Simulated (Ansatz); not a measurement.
## Ge: one input, then a changed one

The structure is an experimental refinement, used without relaxation. The listed cell was then made from it by scaling, straining or moving an atom.

First run: DFT, LDA, PAW with Ansatz's default frozen-core files, scalar-relativistic (Ansatz 0.2.0).

Command: `ansatz run input.yaml --threads 1 --pin off --max-ram 2048MiB --backend cpu --events-out ev --progress --plain --runs-dir out` The run took 3.5 s on 1 thread of Arm Neoverse V1, on a shared host, peak memory 0.34 GiB.

```yaml
crystal:
  lattice:
    - [0.0, 2.8659949267, 2.8659949267]
    - [2.8659949267, 0.0, 2.8659949267]
    - [2.8659949267, 2.8659949267, 0.0]
  atoms:
    - { symbol: Ge, position: [0.5, 0.5, 0.5] }
    - { symbol: Ge, position: [0.75, 0.75, 0.75] }
kpoints:
  mp_grid: { grid: [10, 10, 10] }
scf:
  occupations: { method: fermi_dirac, width: 0.05 }
hamiltonian:
  xc: lda
  pseudopotentials: { kind: paw }
output:
  forces: true
  stress: true
  eigenvalues: true
  efg: { contact_densities: true }
```

Result: converged; pressure -3.61 GPa; no gap on the k mesh; 8 SCF iterations.

A second input differs as follows:

```diff
@@ -11,4 +11,5 @@
 scf:
   occupations: { method: fermi_dirac, width: 0.05 }
+  max_iter: 60
 hamiltonian:
   xc: lda
@@ -19,3 +20,5 @@
   eigenvalues: true
   efg: { contact_densities: true }
+magnetization:
+  spin_polarized: 2.5
```

**Question.** What is wrong with it, and what does the program do?

**Answer.** The fault is a value of the wrong type. The run refused before any iteration. The log ends:
```
Error: YAML parse error: error: line 23 column 19: invalid boolean (strict mode expects true/false)
  --> <input>:23:19
   |
21 |   efg: { contact_densities: true }
22 | magnetization:
23 |   spin_polarized: 2.5
   |                   ^ invalid boolean (strict mode expects true/false)
```
